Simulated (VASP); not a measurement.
Crystal: CdO (Monteponite).

```
Cd O
1.0
     0.00000    2.34950    2.34950
     2.34950    0.00000    2.34950
     2.34950    2.34950    0.00000
Cd O
1 1
Direct
  0.00000 0.00000 0.00000
  0.50000 0.50000 0.50000
```

| Property | Result |
| --- | --- |
| Program | VASP 6.6.1 |
| Task | relaxation of cell and atoms |
| Functional | revPBE |
| Dispersion | D3(BJ) |
| Potentials or basis | VASP PAW PBE potentials, release 64 (Cd, O) |
| Cutoff | 600 eV |
| k mesh | 10 × 10 × 10 |
| Occupations | fermi-dirac, width 0.05 eV |
| Spin | no spin polarisation |

At the start: pressure 3.7 GPa; volume 12.97 Å³/atom.

Task: Where does the relaxation end?

Result: Over 3 steps the energy falls by 3.9 meV/atom and the volume is 13.32 Å³/atom (+2.7 %); space group Fm-3m (No. 225, to 0.05 Å).

Step by step:
```csv
step,energy change (eV),largest force (eV/Å),pressure (GPa),volume (Å³)
1,0.0000,0.0000,3.72,25.94
2,-0.0048,0.0000,-2.11,27.09
3,-0.0079,0.0000,0.00,26.64
```

Final structure:
```xyz
2
Lattice="0.0000 2.3703 2.3703 2.3703 0.0000 2.3703 2.3703 2.3703 0.0000" Properties=species:S:1:pos:R:3 pbc="T T T"
Cd    0.0000    0.0000    0.0000
O     2.3703    2.3703    2.3703
```

Caveat: the PAW data sets were made with another functional, which shifts forces and pressure a little; pairwise dispersion overbinds metals, which lowers pressure and volume.
